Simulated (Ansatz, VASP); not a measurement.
## PbO2 (Plattnerite): VASP beside Ansatz

File INCAR:

```
PREC     = Accurate       # precision mode
ENCUT    = 520            # plane-wave cutoff, eV
EDIFF    = 1E-8           # SCF threshold, eV
ISMEAR   = -1             # smearing method
SIGMA    = 0.02           # smearing width, eV
LREAL    = F              # projectors in reciprocal space
LASPH    = T              # aspherical terms in the spheres
NELM     = 100            # most SCF steps
ALGO     = Normal         # electronic algorithm
ISIF     = 2              # what is computed and relaxed
LWAVE    = F              # write WAVECAR
LCHARG   = F              # write CHGCAR
GGA      = PE             # functional
LEFG     = T            
NBANDS   = 64             # bands
```

File KPOINTS:

```
regular mesh
0
Gamma
  4 6 4
```

The input POSCAR:

```
PbO2
1.0
    5.2980000000      0.0000000000      0.0000000000
    0.0000000000      3.2690000000      0.0000000000
    0.0000000000      0.0000000000      6.2390000000
Pb O
4 8
Direct
    0.2560000000      0.2500000000      0.8910000000
    0.7440000000      0.7500000000      0.1090000000
    0.7560000000      0.2500000000      0.6090000000
    0.2440000000      0.7500000000      0.3910000000
    0.3610000000      0.2500000000      0.5870000000
    0.6390000000      0.7500000000      0.4130000000
    0.8610000000      0.2500000000      0.9130000000
    0.1390000000      0.7500000000      0.0870000000
    0.0390000000      0.7500000000      0.6780000000
    0.9610000000      0.2500000000      0.3220000000
    0.5390000000      0.7500000000      0.8220000000
    0.4610000000      0.2500000000      0.1780000000
```

Input for Ansatz:

```yaml
crystal:
  lattice:
    - [5.298, 0.0, 0.0]
    - [0.0, 3.269, 0.0]
    - [0.0, 0.0, 6.239]
  atoms:
    - { symbol: Pb, position: [0.256, 0.25, 0.891] }
    - { symbol: Pb, position: [0.744, 0.75, 0.109] }
    - { symbol: Pb, position: [0.756, 0.25, 0.609] }
    - { symbol: Pb, position: [0.244, 0.75, 0.391] }
    - { symbol: O, position: [0.361, 0.25, 0.587] }
    - { symbol: O, position: [0.639, 0.75, 0.413] }
    - { symbol: O, position: [0.861, 0.25, 0.913] }
    - { symbol: O, position: [0.139, 0.75, 0.087] }
    - { symbol: O, position: [0.039, 0.75, 0.678] }
    - { symbol: O, position: [0.961, 0.25, 0.322] }
    - { symbol: O, position: [0.539, 0.75, 0.822] }
    - { symbol: O, position: [0.461, 0.25, 0.178] }
kpoints:
  mp_grid: { grid: [4, 6, 4] }
scf:
  occupations: { method: fermi_dirac, width: 0.02 }
hamiltonian:
  xc: pbe
  pseudopotentials: { kind: paw }
output:
  forces: true
  stress: true
  populations: true
  efg: { quadrupole_moments_barn: { O: -0.02558 }, contact_densities: true }
  write_density: true
  write_potential: true
  elf: true
  volumetric_format: npy
```

Alike in both runs: task electric field gradients; functional PBE; k mesh 4 × 6 × 4; occupations fermi-dirac, width 0.02 eV; no spin polarisation.

|  | VASP | Ansatz |
| --- | --- | --- |
| version | VASP 6.6.1 | Ansatz 0.2.0 |
| potentials or method | VASP PAW PBE potentials, release 64 (Pb_d, O) | plane-wave PAW, scalar-relativistic |
| plane-wave cutoff (eV) | 520 | 420 |
| valence electrons in the cell | 104 | 104 |

Ansatz gave:

- rms of the force components (eV/Å): 0.832
- Vzz of the field gradient on the site that differs most (V/Å²): -247.5

Q: Which values does VASP return?

A: rms of the force components (eV/Å): 0.826; Vzz of the field gradient on the site that differs most (V/Å²): -266.1.

Atom by atom the forces differ by 0.014 eV/Å (rms over components). With one functional, cell and mesh, what is left measures potentials, basis and numerics. Ansatz warned: «gradients_without_spin_orbit».

Caveats: forces of over 1 eV/Å show positions far from the minimum, so gaps and moduli don't describe the material at rest.
